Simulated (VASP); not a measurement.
# Nb (Im-3m) in VASP: further runs

The runs below take Nb through relaxation of cell and atoms, with r2SCAN, AM05, PBE.

Program: VASP 6.6.1. These are calculated values, not measurements. Logs are shortened: lines on timing, memory, paths and dates and some standing lists are left out, and cuts for length are marked.

### 1 Starting point

The structure is cubic, space group Im-3m (No. 229). Conventional cell: a = 3.301 Å, b = 3.301 Å, c = 3.301 Å, α = 90.00°, β = 90.00°, γ = 90.00°. Nb (site symmetry m-3m) has 8 Nb at 2.86 Å as nearest neighbours.

### 2 Relaxation of cell and atoms, r2SCAN

INCAR reads:

```
  PREC = Accurate
  ENCUT = 600
  EDIFF = 1E-7
  ISMEAR = 1
  SIGMA = 0.1
  LREAL = F
  LASPH = T
  NELM = 80
  ALGO = Normal
  ISIF = 3
  LWAVE = F
  LCHARG = F
  METAGGA = R2SCAN
  LMIXTAU = T
  IBRION = 2
  NSW = 90
  EDIFFG = -0.005
```

KPOINTS reads:

```
regular mesh
0
Gamma
  16 16 16
```

POSCAR reads:

```
Nb                                      
1.0
   -1.6505241077      1.6505241077      1.6505241077
    1.6505241077     -1.6505241077      1.6505241077
    1.6505241077      1.6505241077     -1.6505241077
  Nb            
     1
Direct
     0.0000000000000000    0.0000000000000000    0.0000000000000000
```

Potentials or basis: VASP PAW PBE potentials, release 64 (Nb_sv).

Launch:

```sh
$ cat potpaw_PBE.64/Nb_sv/POTCAR > POTCAR
$ mpirun -np 1 vasp_std > vasp.out
```

OUTCAR:

```text
PREC = Accurate
   ENCUT = 600
   EDIFF = 1E-7
   ISMEAR = 1
   LREAL = F
   LASPH = T
   NELM = 80
   ISIF = 3
   METAGGA = R2SCAN
   IBRION = 2
   NSW = 90
   EDIFFG = -0.005

 ion  position               nearest neighbor table
   1  0.000  0.000  0.000-

  LATTYP: Found a body centered cubic cell.
 ALAT       =     3.3010482154

  Lattice vectors:

 A1 = (  -1.6505241077,   1.6505241077,   1.6505241077)
 A2 = (   1.6505241077,  -1.6505241077,   1.6505241077)
 A3 = (   1.6505241077,   1.6505241077,  -1.6505241077)

Analysis of symmetry for initial positions (statically):
=====================================================================
 Subroutine PRICEL returns:
 Original cell was already a primitive cell.

 Routine SETGRP: Setting up the symmetry group for a
 body centered cubic supercell.

 Subroutine GETGRP returns: Found 48 space group operations
 (whereof 48 operations were pure point group operations)
 out of a pool of 48 trial point group operations.

The static configuration has the point symmetry O_h .

Analysis of symmetry for dynamics (positions and initial velocities):
=====================================================================
 Subroutine PRICEL returns:
 Original cell was already a primitive cell.

 Routine SETGRP: Setting up the symmetry group for a
 body centered cubic supercell.

 Subroutine GETGRP returns: Found 48 space group operations
 (whereof 48 operations were pure point group operations)
 out of a pool of 48 trial point group operations.

The dynamic configuration has the point symmetry O_h .

 Subroutine INISYM returns: Found 48 space group operations
 (whereof 48 operations are pure point group operations),
 and found     1 'primitive' translations

----------------------------------------------------------------------------------------

                                     Primitive cell

  volume of cell :      17.9856

  direct lattice vectors                    reciprocal lattice vectors
    -1.650524108  1.650524108  1.650524108     0.000000000  0.302934079  0.302934079
     1.650524108 -1.650524108  1.650524108     0.302934079  0.000000000  0.302934079
     1.650524108  1.650524108 -1.650524108     0.302934079  0.302934079  0.000000000

  length of vectors
     2.858791614  2.858791614  2.858791614     0.428413483  0.428413483  0.428413483

  position of ions in fractional coordinates (direct lattice)
     0.000000000  0.000000000  0.000000000

  ion indices of the primitive-cell ions
   primitive index   ion index
                 1           1

----------------------------------------------------------------------------------------

 KPOINTS: regular mesh

Automatic generation of k-mesh.
 Grid dimensions read from file:
 generate k-points for:   16   16   16

 Generating k-lattice:

  Cartesian coordinates                     Fractional coordinates (reciprocal lattice)
     0.000000000  0.018933380  0.018933380     0.062500000  0.000000000  0.000000000
     0.018933380  0.000000000  0.018933380     0.000000000  0.062500000  0.000000000
     0.018933380  0.018933380  0.000000000     0.000000000  0.000000000  0.062500000

  Length of vectors
     0.026775843  0.026775843  0.026775843

  Shift w.r.t. Gamma in fractional coordinates (k-lattice)
     0.000000000  0.000000000  0.000000000

 Subroutine IBZKPT returns following result:
 ===========================================

 Found    145 irreducible k-points:

 Following reciprocal coordinates:
            Coordinates               Weight
  0.000000  0.000000  0.000000      1.000000
  0.062500  0.000000  0.000000     12.000000
  0.125000  0.000000  0.000000     12.000000
  0.187500  0.000000  0.000000     12.000000
  0.250000  0.000000  0.000000     12.000000
  0.312500  0.000000  0.000000     12.000000
[... 16 lines left out ...]
  0.187500  0.187500  0.000000     24.000000
  0.250000  0.187500  0.000000     48.000000
 [... further k-points ...]
   k-points           NKPTS =    145   k-points in BZ     NKDIM =    145   number of bands    NBANDS=     10
   number of dos      NEDOS =    301   number of ions     NIONS =      1
   total plane-waves  NPLWV =  13824
   dimension x,y,z NGX =    24 NGY =   24 NGZ =   24
   dimension x,y,z NGXF=    48 NGYF=   48 NGZF=   48
   ions per type =               1
   NGX,Y,Z   is equivalent  to a cutoff of  13.96, 13.96, 13.96 a.u.
   NGXF,Y,Z  is equivalent  to a cutoff of  27.91, 27.91, 27.91 a.u.
 SYSTEM =  unknown system
   PREC   = accura    normal or accurate (medium, high low for compatibility)
   ISTART =      0    job   : 0-new  1-cont  2-samecut
   ICHARG =      2    charge: 1-file 2-atom 10-const
   ISPIN  =      1    spin polarized calculation?
   LNONCOLLINEAR =      F non collinear calculations
   LSORBIT =      F    spin-orbit coupling
   LASPH  =      T    aspherical Exc in radial PAW
   ENCUT  =  600.0 eV  44.10 Ry    6.64 a.u.   5.71  5.71  5.71*2*pi/ulx,y,z
   NELM   =     80;   NELMIN=  2; NELMDL= -5     # of ELM steps
   EDIFF  = 0.1E-06   stopping-criterion for ELM
   LREAL  =      F    real-space projection
   EDIFFG = -.5E-02   stopping-criterion for IOM
   NSW    =     90    number of steps for IOM
   IBRION =      2    ionic relax: 0-MD 1-quasi-New 2-CG
   NFREE  =      1    steps in history (QN), initial steepest desc. (CG)
   ISIF   =      3    stress and relaxation
   ISYM   =      2    0-nonsym 1-usesym 2-fastsym
   POTIM  = 0.5000    time-step for ionic-motion
   TEBEG  =    0.0;   TEEND  =   0.0 temperature during run
   PSTRESS=    0.0 pullay stress
   NELECT =      13.0000    total number of electrons
   NUPDOWN=      -1.0000    fix difference up-down
   EMIN   =  10.00;   EMAX   =-10.00  energy-range for DOS
   EFERMI =   0.00;   METHOD = LEGACY
   ISMEAR =     1;   SIGMA  =   0.10  broadening in eV -4-tet -1-fermi 0-gaus
   EFERMI_NEDOS =   21; number of points for ismear=-14 and -15
   IALGO  =     38    algorithm
   IMIX   =      4    mixing-type and parameters
     AMIX     =   0.40;   BMIX     =  1.00
     AMIX_MAG =   1.60;   BMIX_MAG =  1.00
  volume/ion in A,a.u.               =      17.99       121.37
  Fermi-wavevector in a.u.,A,eV,Ry     =   1.469199  2.776384 29.368814  2.158547
  Thomas-Fermi vector in A             =   2.584606
   LORBIT       =      0    0 simple, 1 ext, 2 COOP (PROOUT), +10 PAW based schemes
   METAGGA = R2SCAN    functional components
   LHFCALC =     F    Hartree Fock is set to
   AEXX    =    0.0000 exact exchange contribution
   IVDW    =     0    specifies the selected vdW correction
   LEPSILON=     F    determine dielectric tensor
   LRPA    =     F    only Hartree local field effects (RPA)
 conjugate gradient relaxation of ions
 non-spin polarized calculation
 Methfessel and Paxton  Order N= 1 SIGMA  =   0.10
  energy-cutoff  :      600.00
  volume of cell :       17.99
 maximum number of plane-waves:       616
   NGX = 11   NGY = 11   NGZ = 11

--------------------------------------- Ionic step        1  -------------------------------------------

 number of electron      13.0000000 magnetization

 Free energy of the ion-electron system (eV)
  ---------------------------------------------------
  ext. energy  EPLUGINS =         0.00000000
  ---------------------------------------------------
  free energy    TOTEN  =       -24.84180444 eV

  energy without entropy =      -24.84133903  energy(sigma->0) =      -24.84164930

------------------------ aborting loop because EDIFF is reached ----------------------------------------

  FORCE on cell =-STRESS in cart. coord.  units (eV):
  Direction    XX          YY          ZZ          XY          YZ          ZX
  --------------------------------------------------------------------------------------
  -------------------------------------------------------------------------------------
  Total       -0.0063041     -0.0063041     -0.0063041      0.0000000      0.0000000     -0.0000000
  in kB       -0.5615755     -0.5615755     -0.5615755      0.0000000      0.0000000     -0.0000000
  external PRESSURE =      -0.5615755 kB  Pullay stress =       0.0000000 kB

 VOLUME and BASIS-vectors are now :
 -----------------------------------------------------------------------------
  energy-cutoff  :      600.00
  volume of cell :       17.99
      direct lattice vectors                 reciprocal lattice vectors
    -1.650524108  1.650524108  1.650524108     0.000000000  0.302934079  0.302934079
     1.650524108 -1.650524108  1.650524108     0.302934079  0.000000000  0.302934079
     1.650524108  1.650524108 -1.650524108     0.302934079  0.302934079  0.000000000
[... 36 lines left out ...]
 POSITION                                       TOTAL-FORCE (eV/Angst)
 -----------------------------------------------------------------------------------
      1.65002      1.65002     -1.65002         0.000000     -0.000000     -0.000000
 -----------------------------------------------------------------------------------
    total drift:                                0.000000      0.000000     -0.000000

  FREE ENERGIE OF THE ION-ELECTRON SYSTEM (eV)
  ---------------------------------------------------
  free  energy   TOTEN  =       -24.8418021449 eV

  energy  without entropy=      -24.8413243287  energy(sigma->0) =      -24.84164287

--------------------------------------- Ionic step        3  -------------------------------------------

 number of electron      13.0000000 magnetization

 Free energy of the ion-electron system (eV)
  ---------------------------------------------------
  ext. energy  EPLUGINS =         0.00000000
  ---------------------------------------------------
  free energy    TOTEN  =       -24.84180546 eV

  energy without entropy =      -24.84133570  energy(sigma->0) =      -24.84164887

 E-fermi :  11.1742     XC(G=0): -13.6359

 val. band max:       11.1685552481   @ k =  -0.2500   0.3125   0.1250
 cond. band min:      11.2009756024   @ k =  -0.4375   0.5000   0.1875
 fundamental gap:      0.0324203543
 Fermi energy:        11.1741961443

 k-point     1 :       0.0000    0.0000    0.0000
  band No.  band energies     occupation
      1     -44.9866      2.00000
      2     -19.5221      2.00000
      3     -19.5221      2.00000
      4     -19.5221      2.00000
      5       4.8710      2.00000
      6      11.6064     -0.00000
      7      11.6064     -0.00000
      8      11.6064     -0.00000
      9      14.7366      0.00000
     10      14.7366      0.00000

 k-point     2 :       0.0625    0.0000    0.0000
  band No.  band energies     occupation
      1     -44.9766      2.00000
      2     -19.5821      2.00000
      3     -19.5400      2.00000
      4     -19.5226      2.00000
      5       5.0410      2.00000
      6      11.4995     -0.00004
      7      11.5789     -0.00000
      8      11.7675     -0.00000
      9      14.5705      0.00000
     10      14.7354      0.00000
[... 274 lines left out ...]
 k-point    24 :       0.2500    0.1875    0.0000
  band No.  band energies     occupation
      1     -44.7475      2.00000
      2     -20.6652      2.00000
      3     -19.9914      2.00000
      4     -19.6478      2.00000
      5       8.2886      2.00000
      6       9.8181      2.00000
      7      10.6928      2.00000
      8      14.0930      0.00000
      9      15.5342      0.00000
     10      17.3731      0.00000

 [... further k-points ...]
[... 5 lines left out ...]
  --------------------------------------------------------------------------------------
  -------------------------------------------------------------------------------------
  Total        0.0002190      0.0002190      0.0002190      0.0000000      0.0000000     -0.0000000
  in kB        0.0195122      0.0195122      0.0195122      0.0000000      0.0000000     -0.0000000
  external PRESSURE =       0.0195122 kB  Pullay stress =       0.0000000 kB

 VOLUME and BASIS-vectors are now :
 -----------------------------------------------------------------------------
  energy-cutoff  :      600.00
  volume of cell :       17.98
      direct lattice vectors                 reciprocal lattice vectors
    -1.650350921  1.650350921  1.650350921     0.000000000  0.302965868  0.302965868
     1.650350921 -1.650350921  1.650350921     0.302965868  0.000000000  0.302965868
     1.650350921  1.650350921 -1.650350921     0.302965868  0.302965868  0.000000000

 POSITION                                       TOTAL-FORCE (eV/Angst)
 -----------------------------------------------------------------------------------
      0.00000      0.00000      0.00000         0.000000      0.000000      0.000000
 -----------------------------------------------------------------------------------
    total drift:                                0.000000      0.000000      0.000000

  FREE ENERGIE OF THE ION-ELECTRON SYSTEM (eV)
  ---------------------------------------------------
  free  energy   TOTEN  =       -24.8418054556 eV

  energy  without entropy=      -24.8413357005  energy(sigma->0) =      -24.84164887

 reached required accuracy - stopping structural energy minimisation
```

Run time: 4.2 min. Hardware: 1 thread of Intel Xeon Platinum 8259CL at 2.50GHz (Skylake/Cascade Lake), shared host; peak memory 0.17 GiB.

Results:

```
Free energy                            : -24.8418 eV
Relaxed volume                         : 17.98 Å³/atom
Relaxed cell                           : a = 2.858 Å, b = 2.858 Å, c = 2.858 Å, α = 109.47°, β = 109.47°, γ = 109.47°
Space group after relaxing (to 0.05 Å) : Im-3m (No. 229)
Energy gained by relaxing              : 0.0 meV/atom
Ionic steps                            : 3
Pressure after relaxing                : 0.0 GPa
Band gap on the k mesh                 : none (metal or under the smearing width)
```

Final structure:
```
CELL_PARAMETERS angstrom
-1.65035 1.65035 1.65035
1.65035 -1.65035 1.65035
1.65035 1.65035 -1.65035
ATOMIC_POSITIONS crystal
Nb 0.00000 0.00000 0.00000
```

Caveat: the PAW data sets were made with another functional, which shifts forces and pressure a little.

### 3 Relaxation of cell and atoms, AM05

This run uses another cell than the first one, of 18.43 Å³/atom, 1.025 times its volume.

INCAR reads:

```
SYSTEM = Nb
PREC = Accurate
ENCUT = 600
EDIFF = 1E-6
ISMEAR = 1
SIGMA = 0.1
LREAL = .False.
LASPH = .True.
NELM = 80
ALGO = Normal
ISIF = 3
LWAVE = .False.
LCHARG = .False.
GGA = AM
IBRION = 2
NSW = 90
EDIFFG = -0.01
```

KPOINTS reads:

```
Automatic mesh
0
Gamma
  16 16 16
  0 0 0
```

POSCAR reads:

```
Nb
1.0
   -1.6639500000      1.6639500000      1.6639500000
    1.6639500000     -1.6639500000      1.6639500000
    1.6639500000      1.6639500000     -1.6639500000
Nb
1
Direct
    0.0000000000      0.0000000000      0.0000000000
```

Potentials or basis: VASP PAW PBE potentials, release 64 (Nb_sv).

Launch:

```sh
$ cat potpaw_PBE.64/Nb_sv/POTCAR > POTCAR
$ mpirun -np 1 vasp_std > vasp.out
```

Wall time 33 s (1 thread of Intel Xeon 6975P-C (Granite Rapids), shared host); peak memory 0.17 GiB.

It converged, with:

```yaml
Free_energy: -10.7126 eV
Relaxed_volume: 17.41 Å³/atom
Relaxed_cell: a = 2.828 Å, b = 2.828 Å, c = 2.828 Å, α = 109.47°, β = 109.47°, γ = 109.47°
Space_group_after_relaxing_to_0.05_Å: Im-3m (No. 229)
Energy_gained_by_relaxing: 31.3 meV/atom
Ionic_steps: 4
Pressure_after_relaxing: -0.1 GPa
Band_gap_on_the_k_mesh: none (metal or under the smearing width)
```

Step by step:
```
step  energy change (eV)  largest force (eV/Å)  pressure (GPa)  volume (Å³)
   1              0.0000                0.0000           -9.41        18.43
   2              0.0854                0.0000           23.72        15.69
   3             -0.0313                0.0000           -0.42        17.44
   4             -0.0313                0.0000           -0.07        17.41
```

Final structure:
```
CELL_PARAMETERS angstrom
-1.63267 1.63267 1.63267
1.63267 -1.63267 1.63267
1.63267 1.63267 -1.63267
ATOMIC_POSITIONS crystal
Nb 0.00000 0.00000 0.00000
```

Levels at points of the mesh, in eV from the Fermi level:
```csv
k point,band 3,band 4,band 5,band 6,band 7,band 8,band 9,band 10
"(0.00, 0.00, 0.00)",-29.47,-29.47,-6.05,0.37,0.37,0.37,3.38,3.38
"(0.50, 0.00, 0.00)",-29.94,-29.48,-3.89,-1.76,2.41,3.44,4.16,6.70
"(0.50, 0.50, 0.50)",-30.50,-30.50,-3.95,-3.95,5.88,5.88,5.88,9.33
```

Caveat: the PAW data sets were made with another functional, which shifts forces and pressure a little.

(Part 1 of 2 ends here.)
